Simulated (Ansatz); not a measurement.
# The honeycomb AlP bilayer (AB) under a gate, part 2 of 2

Aim: charge, voltage and capacitance of the honeycomb AlP bilayer (AB) in a field-effect set-up.

Ansatz 0.2.0; plane-wave DFT, PBE-D3(BJ), Ansatz PAW.

So far. Step 11 (Gated layer, added electrons -10×10¹³ per cm²): Against the uncharged case this takes -7.43 V.

## Step 13: The same run with other settings

This step: plane-wave DFT, PBE-D3(BJ), Ansatz PAW (Ansatz 0.2.0).

A run with a changed input: it repeats the earlier run at 1 × 10¹³ added electrons per cm² with kpoints.mp_grid.grid from [72, 72, 1] to [6, 6, 1].

Contents of input.yaml:

```yaml
crystal:
  lattice:
    - [3.8486900936, 0.0, 0.0]
    - [-1.9243450468, 3.3330633923, 0.0]
    - [0.0, 0.0, 37.0709155088]
  atoms:
    - { symbol: P, position: [0.6666666667, 0.3333333333, 0.454534229] }
    - { symbol: Al, position: [0.3333333333, 0.6666666667, 0.4720966231] }
    - { symbol: P, position: [0.0, 0.0, 0.545465771] }
    - { symbol: Al, position: [0.6666666667, 0.3333333333, 0.5261669041] }
  periodic: [true, true, false]
  symmetry: { detect: true }
total_charge: -0.012828
kpoints:
  mp_grid: { grid: [6, 6, 1] }
  band_path:
    path: [[0, 0, 0], [0.5, 0, 0], [0.33333333, 0.33333333, 0], [0, 0, 0]]
    npoints: 16
hamiltonian:
  xc: pbe
  dispersion: d3bj
scf:
  occupations: { method: fermi_dirac, width: 0.02585 }
  convergence: { dr2_threshold: 1.0e-10 }
output:
  forces: true
  eigenvalues: true
  write_potential: true
  write_density: true
  volumetric_format: npy
external_charges:
  - { charge: 0, barrier: 10, axis: 3, height: 23.721, sigma: 0.25 }
  - { charge: 0.012828, axis: 3, height: 25.221, sigma: 0.5 }
```

On the command line:

```sh
$ ansatz run input.yaml --threads 4 --pin off --max-ram 16384MiB --backend cpu --events-out ev --progress --plain --runs-dir out
```

Run time: 6 s. Hardware: 4 threads of Arm Neoverse V1, shared host; peak memory 0.6 GiB; 23 s of CPU time.

```csv
quantity,this run,earlier run,difference
"potential beyond the upper barrier and gate, less the barrier, from the Fermi level (eV)",4.762,4.697,0.065
```

It moves by +0.0653 eV.

The change shows in the results, which are not taken further.

## Step 14: A changed input

Another changed input: it repeats the earlier run at 1 × 10¹³ added electrons per cm² with kpoints.mp_grid.grid from [72, 72, 1] to [12, 12, 1].

Edit input.yaml of step 13 so:

```diff
@@ -14,3 +14,3 @@
 kpoints:
-  mp_grid: { grid: [6, 6, 1] }
+  mp_grid: { grid: [12, 12, 1] }
   band_path:
```

The job ended after 9.5 s (4 threads; peak memory 0.66 GiB; 37 s of CPU time).

```csv
quantity,this run,earlier run,difference
"potential beyond the upper barrier and gate, less the barrier, from the Fermi level (eV)",4.723,4.697,0.026
```

It moves by +0.0262 eV.

The change shows in the results, which are not taken further.

## Step 15: Varying the input

Another changed input: it repeats the earlier run at 1 × 10¹³ added electrons per cm² with kpoints.mp_grid.grid from [72, 72, 1] to [24, 24, 1].

Edit input.yaml of step 14 so:

```diff
@@ -14,3 +14,3 @@
 kpoints:
-  mp_grid: { grid: [12, 12, 1] }
+  mp_grid: { grid: [24, 24, 1] }
   band_path:
```

Run time: 22 s. Hardware: 4 threads; peak memory 0.87 GiB.

```csv
quantity,this run,earlier run,difference
"potential beyond the upper barrier and gate, less the barrier, from the Fermi level (eV)",4.698,4.697,0.0015
```

Nothing in the table moves by 0.01 in its unit. The run took 13 SCF cycles against 12.

The change did no harm here.

## Step 16: The same run with other settings

This step: plane-wave DFT, PBE-D3(BJ), Ansatz PAW, but for the change named below (Ansatz 0.2.0).

An input spoilt on purpose, to show how the run answers: it repeats the earlier run at 1 × 10¹³ added electrons per cm² with hamiltonian.xc from pbe to pbe96, and scf.max_iter set to 80.

Edit input.yaml of step 15 so:

```diff
@@ -14,3 +14,3 @@
 kpoints:
-  mp_grid: { grid: [24, 24, 1] }
+  mp_grid: { grid: [72, 72, 1] }
   band_path:
@@ -19,3 +19,3 @@
 hamiltonian:
-  xc: pbe
+  xc: pbe96
   dispersion: d3bj
@@ -24,2 +24,3 @@
   convergence: { dr2_threshold: 1.0e-10 }
+  max_iter: 80
 output:
```

Elapsed: 0.02 s, on 4 threads; peak memory 0.022 GiB.

The input was rejected at the start.

The program's message: “Error: YAML parse error: error: line 20 column 7: hamiltonian.xc: unknown variant `pbe96`, expected one of `lda`, `lda-pw`, `pw92`, `pbe`, `pbesol`, `rpbe`, `revpbe`, `blyp`, `pbe0`, `revpbe0`, `b3lyp …”

The fault put into the input: an unknown functional.

## Step 17: Varying the input

This step: plane-wave DFT, PBE-D3(BJ), Ansatz PAW (Ansatz 0.2.0).

Another changed input: it repeats the earlier run at 1 × 10¹³ added electrons per cm² with scf.occupations.width from 0.02585 to 0.005 and kpoints.mp_grid.shift to [0.5, 0.5, 0.0].

Edit input.yaml of step 16 so:

```diff
@@ -14,3 +14,3 @@
 kpoints:
-  mp_grid: { grid: [72, 72, 1] }
+  mp_grid: { grid: [72, 72, 1], shift: [0.5, 0.5, 0.0] }
   band_path:
@@ -19,8 +19,7 @@
 hamiltonian:
-  xc: pbe96
+  xc: pbe
   dispersion: d3bj
 scf:
-  occupations: { method: fermi_dirac, width: 0.02585 }
+  occupations: { method: fermi_dirac, width: 0.005 }
   convergence: { dr2_threshold: 1.0e-10 }
-  max_iter: 80
 output:
```

Wall time 6.4 min (4 threads); peak memory 7.5 GiB.

This step gave:

```yaml
potential_beyond_the_upper_barrier_and_gate_less_the_barrier_from_the_fermi_level: 4.680 eV
```

The electronic bands at the labelled points (eV, zero at the Fermi level):

```csv
point,band 5,band 6,band 7,band 8,band 9,band 10,band 11,band 12
Γ,-1.88,-1.39,-0.96,-0.96,1.65,2.26,3.20,3.20
halfway,-3.08,-2.65,-1.48,-1.07,1.05,2.51,3.20,4.37
M,-3.16,-2.77,-1.91,-1.48,-0.02,1.90,2.70,3.70
halfway,-4.15,-3.17,-2.47,-1.22,0.67,2.90,3.25,3.94
K,-4.73,-4.00,-2.31,-1.07,0.52,3.18,3.97,5.35
halfway,-3.50,-2.81,-2.22,-0.97,1.58,3.14,3.51,3.74
Γ,-1.88,-1.39,-0.96,-0.96,1.65,2.26,3.20,3.20
```

```csv
quantity,this run,earlier run,difference
"potential beyond the upper barrier and gate, less the barrier, from the Fermi level (eV)",4.680,4.697,-0.016
```

It moves by -0.0164 eV.

Of the bands kept, 1 crosses the Fermi level on this path.

## Step 18: Results

```
gap with uncharged gates                    : 0.892 eV
gate voltage at 10×10¹³ holes per cm²       : -7.43 V
gate voltage at 10×10¹³ electrons per cm²   : +7.36 V
total capacitance near 8×10¹³ holes per cm² : 2.26 µF/cm²
```

**Reading.** Putting 10×10¹³ holes per cm² on the layer takes -7.43 V on the gate; how far the Fermi level moves against the bands is taken for single layers without spin and with an even electron count alone. Between the first holes and the first electrons the voltage runs over 2.21 V: the drop across the plates for that charge, plus the way of the Fermi level through the region of the 0.89 eV gap. The zero of the voltage lies where the smearing puts the uncharged Fermi level. Plates 5 Å apart would give 1.77 µF/cm² in vacuum; the computed total runs from 1.4 to 2.36 µF/cm². A value over that of the plates means that the screening charge has its centre outside the outer atoms; a low density of states works the other way. Few carriers sample few k-points, so the slopes at the lowest densities depend on the mesh and on the temperature. The gates are charged sheets behind model barriers, not atoms. After relaxation neighbouring layers come as close as 2.0 Å along the normal, so they are bonded in part and no longer a van der Waals stack.

[Logs are printed without paths, hosts, clocks, repeated set-up lines and the standing remarks that a program may print on its own settings, such as how far it seeks lower states.]

[Hosts, paths, dates, database ids (printed as entryN), source tags and the programs' standing remarks are cut or masked in the printed files.]

[Maps of the electrostatic potential energy from Ansatz leave out the sawtooth potential of an applied field or a dipole correction, so their vacuum need not be flat; planar profiles and work functions include it.]
